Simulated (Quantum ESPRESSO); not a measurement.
# InP (F-43m) in Quantum ESPRESSO: a series of runs

One crystal, InP, is run at these levels: PBE; tasks: phonons.

Everything below comes from runs of Quantum ESPRESSO 7.5. Logs are shortened: lines on timing, memory, paths and dates and some standing lists are left out, and cuts for length are marked.

**Measured values to compare with.**

From a printed reference work, textbook, for a bulk crystal of InP at 300 K: high-frequency dielectric constant 9.61.

The results are compared with them further down.

## 1. The crystal as given

Symmetry: F-43m, No. 216, cubic system. Conventional cell: a = 5.861 Å, b = 5.861 Å, c = 5.861 Å, α = 90.00°, β = 90.00°, γ = 90.00°. In (site symmetry -43m) is surrounded by 4 P at 2.54 Å. P (site symmetry -43m) is surrounded by 4 In at 2.54 Å.

## 2. Phonons, PBE

Input file pw.in:

```
&CONTROL
  calculation = 'scf'
  prefix = 'pwscf'
  outdir = './tmp'
  pseudo_dir = './pseudo'
  tprnfor = .true.
  tstress = .true.
  disk_io = 'low'
/
&SYSTEM
  ibrav = 0
  nat = 2
  ntyp = 2
  ecutwfc = 70
  nbnd = 15
  occupations = 'smearing'
  smearing = 'fd'
  degauss = 0.00367493
/
&ELECTRONS
  conv_thr = 4d-10
  electron_maxstep = 120
  mixing_beta = 0.5
/
ATOMIC_SPECIES
In   114.8180 In.upf
P     30.9738 P.upf
CELL_PARAMETERS bohr
   0.0000000000    5.5378424082    5.5378424082
   5.5378424082    0.0000000000    5.5378424082
   5.5378424082    5.5378424082    0.0000000000
ATOMIC_POSITIONS bohr
In     0.0000000000    0.0000000000    0.0000000000
P      8.3067636123    8.3067636123    8.3067636123
K_POINTS automatic
4 4 4 1 1 1
```

Input file gamma.in:

```
&CONTROL
  calculation = 'bands'
  prefix = 'pwscf'
  outdir = './tmp'
  pseudo_dir = './pseudo'
  disk_io = 'low'
  verbosity = 'high'
/
&SYSTEM
  ibrav = 0
  nat = 2
  ntyp = 2
  ecutwfc = 70
  nbnd = 15
  occupations = 'smearing'
  smearing = 'fd'
  degauss = 0.00367493
/
&ELECTRONS
  conv_thr = 1d-08
  electron_maxstep = 120
  mixing_beta = 0.5
  diago_full_acc = .true.
  startingwfc = 'random'
/
ATOMIC_SPECIES
In   114.8180 In.upf
P     30.9738 P.upf
CELL_PARAMETERS bohr
   0.0000000000    5.5378424082    5.5378424082
   5.5378424082    0.0000000000    5.5378424082
   5.5378424082    5.5378424082    0.0000000000
ATOMIC_POSITIONS bohr
In     0.0000000000    0.0000000000    0.0000000000
P      8.3067636123    8.3067636123    8.3067636123
K_POINTS crystal
1
0.0 0.0 0.0 1
```

Input file scf2.in:

```
&CONTROL
  calculation = 'scf'
  prefix = 'pwscf'
  outdir = './tmp'
  pseudo_dir = './pseudo'
  tprnfor = .true.
  tstress = .true.
  disk_io = 'low'
/
&SYSTEM
  ibrav = 0
  nat = 2
  ntyp = 2
  ecutwfc = 70
  nbnd = 15
  occupations = 'fixed'
/
&ELECTRONS
  conv_thr = 1d-13
  electron_maxstep = 120
  mixing_beta = 0.5
  startingpot = 'file'
/
ATOMIC_SPECIES
In   114.8180 In.upf
P     30.9738 P.upf
CELL_PARAMETERS bohr
   0.0000000000    5.5378424082    5.5378424082
   5.5378424082    0.0000000000    5.5378424082
   5.5378424082    5.5378424082    0.0000000000
ATOMIC_POSITIONS bohr
In     0.0000000000    0.0000000000    0.0000000000
P      8.3067636123    8.3067636123    8.3067636123
K_POINTS automatic
4 4 4 1 1 1
```

Input file ph.in:

```
phonons of InP
&INPUTPH
  prefix = 'pwscf'
  outdir = './tmp'
  tr2_ph = 1d-18
  fildyn = 'dyn'
  niter_ph = 90
  alpha_mix(1) = 0.7
  epsil = True
/
0.0000000000 0.0000000000 0.0000000000
```

Input file dynmat.in:

```
&INPUT
  fildyn = 'dyn'
  asr = 'crystal'
  lperm = .true.
  filout = 'dynmat.disp'
  fileig = 'dynmat.eig'
/
```

Input file dynmat_lo.in:

```
&INPUT
  fildyn = 'dyn'
  asr = 'crystal'
  filout = 'dynmat_lo.disp'
  fileig = 'dynmat_lo.eig'
  q(1) = 0
  q(2) = 0
  q(3) = 1
/
```

Potentials or basis: Ansatz NC SR PBE.

Command:

```sh
$ OMP_NUM_THREADS=1 pw.x -in pw.in > pw.out
$ OMP_NUM_THREADS=1 pw.x -in gamma.in > gamma.out
$ OMP_NUM_THREADS=1 pw.x -in scf2.in > scf2.out
$ OMP_NUM_THREADS=1 ph.x -in ph.in > ph.out
$ OMP_NUM_THREADS=1 dynmat.x -in dynmat.in > dynmat.out
$ OMP_NUM_THREADS=1 dynmat.x -in dynmat_lo.in > dynmat_lo.out
```

pw.out:

```text
[... set-up lines left out ...]
     Self-consistent Calculation

     iteration #  1     ecut=    70.00 Ry     beta= 0.50
     Davidson diagonalization with overlap
     ethr =  1.00E-02,  avg # of iterations =  5.0

     Threshold (ethr) on eigenvalues was too large:
     Diagonalizing with lowered threshold

     Davidson diagonalization with overlap
     ethr =  6.00E-04,  avg # of iterations =  1.7

     total energy              =    -146.71945374 Ry
     estimated scf accuracy    <       0.10566137 Ry

     iteration #  2     ecut=    70.00 Ry     beta= 0.50
     Davidson diagonalization with overlap
     ethr =  5.87E-04,  avg # of iterations =  2.4

     total energy              =    -146.74230577 Ry
     estimated scf accuracy    <       0.00674101 Ry

     iteration #  3     ecut=    70.00 Ry     beta= 0.50
     Davidson diagonalization with overlap
     ethr =  3.75E-05,  avg # of iterations =  6.3

     total energy              =    -146.74287781 Ry
     estimated scf accuracy    <       0.00132062 Ry

     iteration #  4     ecut=    70.00 Ry     beta= 0.50
     Davidson diagonalization with overlap
     ethr =  7.34E-06,  avg # of iterations =  2.5

     total energy              =    -146.74293643 Ry
     estimated scf accuracy    <       0.00002623 Ry

     iteration #  5     ecut=    70.00 Ry     beta= 0.50
     Davidson diagonalization with overlap
     ethr =  1.46E-07,  avg # of iterations =  3.9

     total energy              =    -146.74295113 Ry
     estimated scf accuracy    <       0.00000157 Ry

     iteration #  6     ecut=    70.00 Ry     beta= 0.50
     Davidson diagonalization with overlap
     ethr =  8.74E-09,  avg # of iterations =  2.6

     total energy              =    -146.74295167 Ry
     estimated scf accuracy    <       0.00000013 Ry

     iteration #  7     ecut=    70.00 Ry     beta= 0.50
     Davidson diagonalization with overlap
     ethr =  6.95E-10,  avg # of iterations =  2.9

     total energy              =    -146.74295171 Ry
     estimated scf accuracy    <          5.0E-09 Ry

     iteration #  8     ecut=    70.00 Ry     beta= 0.50
     Davidson diagonalization with overlap
     ethr =  2.75E-11,  avg # of iterations =  3.8

     total energy              =    -146.74295172 Ry
     estimated scf accuracy    <          8.6E-10 Ry

     iteration #  9     ecut=    70.00 Ry     beta= 0.50
     Davidson diagonalization with overlap
     ethr =  4.76E-12,  avg # of iterations =  2.0

     End of self-consistent calculation

          k = 0.0884 0.0884 0.0884 (  3374 PWs)   bands (ev):

    -7.1063  -7.0804  -7.0804  -6.9388  -6.9388  -4.1929   5.6079   6.9618
     6.9618   8.7995  11.3962  11.5232  11.5232  15.9373  15.9373

          k = 0.2652 0.2652-0.0884 (  3372 PWs)   bands (ev):

    -7.1726  -7.0550  -7.0520  -6.9416  -6.9301  -3.3430   3.0891   5.4393
     6.5442   9.6579  11.9269  12.0899  12.6721  15.1297  16.8312

          k =-0.2652-0.2652 0.4419 (  3355 PWs)   bands (ev):

    -7.2082  -7.0454  -7.0387  -6.9356  -6.9234  -2.5846   1.5780   5.3620
     5.9242   9.4792  11.5692  12.4910  14.1561  16.4017  17.7764

          k =-0.0884-0.0884 0.2652 (  3372 PWs)   bands (ev):

    -7.1545  -7.0596  -7.0565  -6.9491  -6.9288  -3.7432   4.1775   6.2141
     6.2327   9.7587  10.7244  12.5144  12.5763  14.6813  16.5892

          k = 0.4419 0.0884 0.0884 (  3368 PWs)   bands (ev):

    -7.2172  -7.0244  -7.0202  -6.9665  -6.9161  -2.9496   2.7573   5.1368
     5.4370   9.6513  10.4997  13.3270  14.0300  15.6361  17.5472

          k =-0.0884-0.4419 0.6187 (  3351 PWs)   bands (ev):

    -7.2363  -7.0253  -6.9986  -6.9605  -6.9210  -2.0700   1.6239   4.0352
     4.8955  10.3282  11.5501  12.9992  14.6398  15.9944  18.2486

          k = 0.0884-0.2652 0.4419 (  3361 PWs)   bands (ev):

    -7.2098  -7.0402  -7.0248  -6.9500  -6.9234  -2.6734   2.1579   4.6046
     5.7015  10.3543  11.3572  12.4396  13.8520  15.7756  17.9845

          k =-0.6187 0.0884 0.0884 (  3351 PWs)   bands (ev):

    -7.2569  -6.9995  -6.9919  -6.9787  -6.9090  -2.1351   1.6317   4.4883
     4.9884   9.2433  10.0927  14.9889  15.5030  16.7420  17.9866

          k = 0.2652 0.2652 0.2652 (  3365 PWs)   bands (ev):

    -7.1886  -7.0529  -7.0529  -6.9294  -6.9294  -3.0303   2.1180   6.2901
     6.2901   8.7381  12.0092  12.0092  13.8086  16.0884  16.6425

          k =-0.2652-0.2652 0.7955 (  3353 PWs)   bands (ev):

    -7.2199  -7.0343  -7.0188  -6.9450  -6.9290  -2.2983   1.7014   4.0691
     5.6705   9.9016  12.0568  13.3880  13.9714  15.7833  16.3590

     the Fermi energy is     7.8610 ev

!    total energy              =    -146.74295172 Ry
     estimated scf accuracy    <          1.4E-10 Ry
     smearing contrib. (-TS)   =      -0.00000000 Ry
     internal energy E=F+TS    =    -146.74295172 Ry

     The total energy is F=E-TS. E is the sum of the following terms:
     one-electron contribution =     -49.59211903 Ry
     hartree contribution      =      36.79281751 Ry
     xc contribution           =     -44.22324600 Ry
     ewald contribution        =     -89.72040420 Ry

     convergence has been achieved in   9 iterations

     Forces acting on atoms (cartesian axes, Ry/au):

     atom    1 type  1   force =     0.00000000    0.00000000   -0.00000000
     atom    2 type  2   force =    -0.00000000   -0.00000000    0.00000000

     Total force =     0.000000     Total SCF correction =     0.000000

     Computing stress (Cartesian axis) and pressure

          total   stress  (Ry/bohr**3)                   (kbar)     P=       34.11
   0.00023188  -0.00000000  -0.00000000           34.11       -0.00       -0.00
  -0.00000000   0.00023188  -0.00000000           -0.00       34.11       -0.00
  -0.00000000  -0.00000000   0.00023188           -0.00       -0.00       34.11

=------------------------------------------------------------------------------=
   JOB DONE.
=------------------------------------------------------------------------------=
```

Run time: 5.8 min. Hardware: 1 thread of Intel Xeon Platinum 8259CL at 2.50GHz (Skylake/Cascade Lake), shared host; peak memory 0.09 GiB.

What came out:

```yaml
Free_energy: -1996.5396 eV
Pressure_after_relaxing: 3.4 GPa
Electronic_dielectric_tensor_diagonal: 11.48
Born_charges_mean_of_the_diagonal: In +2.55; P -2.62 e
Highest_phonon_frequency_at_Γ_LO-TO_splitting_left_out: 304 cm⁻¹
Static_dielectric_tensor_diagonal: 14.38
```

Phonon frequencies in cm⁻¹ (negative: imaginary):
```
              q point           frequencies
(0.000, 0.000, 0.000)  -1 -1 -1 304 304 304
```

Electronic dielectric tensor:
```
11.48  0.00  0.00
 0.00 11.48  0.00
 0.00  0.00 11.48
```

Born effective charge tensors (e):
atom 1, In
```
2.55 0.00 0.00
0.00 2.55 0.00
0.00 0.00 2.55
```
atom 2, P
```
-2.62  0.00  0.00
 0.00 -2.62  0.00
 0.00  0.00 -2.62
```

Optical modes at Γ, degenerate ones joined, polar ones without the macroscopic field:
```
cm⁻¹  components  symmetry     active in  IR intensity, summed ((D/Å)²/amu)
 304           3        T2  IR and Raman                              18.96
```

Zone-centre frequencies without and with the macroscopic field along z (cm⁻¹):
```csv
,optical modes in rising order
without,304 304 304
with the field,304 304 340
```

Static dielectric tensor, electrons and zone-centre modes:
```
14.38  0.00  0.00
 0.00 14.38  0.00
 0.00  0.00 14.38
```

Caveat: the mesh is thin for the dielectric tensor, Born charges and intensities, which usually come out too large; the cell is more than 3 GPa from zero pressure, which shifts response properties; the Born charges break their sum rule by 0.08 e, a sign of too thin a mesh.

[end of part 1 of 3]
